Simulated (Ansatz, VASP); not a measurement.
NaH: VASP beside Ansatz

```
Na H
1.0
     0.00000    2.39569    2.39569
     2.39569    0.00000    2.39569
     2.39569    2.39569    0.00000
Na H
1 1
Cartesian
  0.0000 0.0000 0.0000
  2.3957 2.3957 2.3957
```

Alike in both runs: functional PBEsol; k mesh 8 × 8 × 8; occupations gaussian, width 0.02 eV; no spin polarisation.

Ansatz relaxed the structure, and its values are those at the end. VASP's run is a single point on that final structure, the one shown.

```csv
,VASP,Ansatz
version,VASP 6.6.1,Ansatz 0.2.0
potentials or method,"VASP PAW PBE potentials, release 64 (Na_pv, H)","scalar-relativistic, plane waves, PAW"
plane-wave cutoff (eV),520,420
valence electrons in the cell,8,10
```

|  | VASP | Ansatz | Ansatz less VASP |
| --- | --- | --- | --- |
| gap on the k mesh at the Fermi level (eV) | 3.60 | 3.61 | +0.002 |
| least direct gap on the mesh (eV) | 4.51 | 4.52 | +0.003 |
| pressure (GPa) | 0.0 | 0.0 | +0.02 |

The two sets of potentials don't hold the same shells in valence.

Caveats: the PAW data sets were made with another functional, which shifts forces and pressure a little (VASP). As with any semilocal functional, this PBEsol gap is likely too small. A k mesh can miss the band edges.
